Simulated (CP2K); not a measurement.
## WS2 (Tungstenite): band structure with TB-mBJ

The system is WS2 (Tungstenite).

```
W S
1.0
     3.18000    0.00000    0.00000
    -1.59000    2.75396    0.00000
     0.00000    0.00000   12.50000
W S
2 4
Direct
  0.66667 0.33333 0.75000
  0.33333 0.66667 0.25000
  0.66667 0.33333 0.37500
  0.33333 0.66667 0.87500
  0.66667 0.33333 0.12500
  0.33333 0.66667 0.62500
```

```
Program                                : CP2K 2026.2
Task                                   : band structure
Functional                             : TB-mBJ
Potentials or basis                    : POTENTIAL_UZH W GTH-PBE-q14, S GTH-PBE-q6; TZVP-MOLOPT-PBE-GTH basis
Density cutoff                         : 9184 eV
k mesh                                 : 10 × 10 × 3
Occupations                            : fermi-dirac, width 0.1 eV
Spin                                   : no spin polarisation
SCF solver                             : diagonalisation with k points
Quickstep method                       : GPW
EPS_DEFAULT                            : 1.0E-9
EPS_SCF                                : 1.0E-6
MAX_SCF                                : 100
SCF_GUESS                              : ATOMIC
k points reduced by the point group    : yes
Mesh centred on Gamma                  : yes
CHOLESKY                               : OFF
EPS_EIGVAL                             : 1.0E-7
MIXING METHOD                          : BROYDEN_MIXING
MIXING ALPHA                           : 0.4
NBUFFER                                : 8
NGRIDS                                 : 5
Basis sets                             : W TZVP-MOLOPT-PBE-GTH-q14, S TZVP-MOLOPT-PBE-GTH-q6
Potentials                             : W GTH-PBE-q14 of POTENTIAL_UZH, S GTH-PBE-q6 of POTENTIAL_UZH
ADDED_MOS                              : [24]
Points a segment of the path (NPOINTS) : 10
Bands added on the path                : 6
REL_CUTOFF (Ry)                        : 60 Ry
MIXING BETA (1/bohr)                   : 1.5 1/bohr
CUTOFF of the grids                    : 675 Ry
```

```json
{"Band gap on the k mesh": "1.22 eV, indirect (least direct gap 2.11 eV)", "Band gap along the path": "1.15 eV, indirect (least direct gap 1.76 eV)", "Mulliken charges": "W +0.78; S -0.39 e"}
```

Levels at the corners of the path, in eV from the valence-band top:
```
point  band 23  band 24  band 25  band 26  band 27  band 28  band 29  band 30
    Γ    -2.32    -1.65    -1.06     0.00     2.37     2.37     2.37     2.37
    M    -2.04    -1.88    -1.60    -1.45     2.25     2.29     2.65     2.85
    K    -2.97    -2.97    -0.66    -0.51     1.25     1.25     2.29     3.36
    Γ    -2.32    -1.65    -1.06     0.00     2.37     2.37     2.37     2.37
    A    -2.34    -2.34    -0.31    -0.31     2.36     2.36     2.36     2.36
    L    -1.96    -1.96    -1.51    -1.51     2.27     2.27     2.77     2.77
    H    -3.11    -3.11    -0.59    -0.59     1.25     1.25     2.76     2.76
    A    -2.34    -2.34    -0.31    -0.31     2.36     2.36     2.36     2.36
    L    -1.96    -1.96    -1.51    -1.51     2.27     2.27     2.77     2.77
    M    -2.04    -1.88    -1.60    -1.45     2.25     2.29     2.65     2.85
    K    -2.97    -2.97    -0.66    -0.51     1.25     1.25     2.29     3.36
    H    -3.11    -3.11    -0.59    -0.59     1.25     1.25     2.76     2.76
```

Run time: 2.8 min on 2 threads of Arm Neoverse V1, with other jobs on the host, peak memory 0.77 GiB.

Caveat: Mulliken charges move with the basis; this is a model potential without an energy functional, so only levels have meaning; spin-orbit coupling is left out, which moves the levels of the heavy elements; the basis of atomic orbitals isn't converged, which shifts pressures, moduli and gaps.
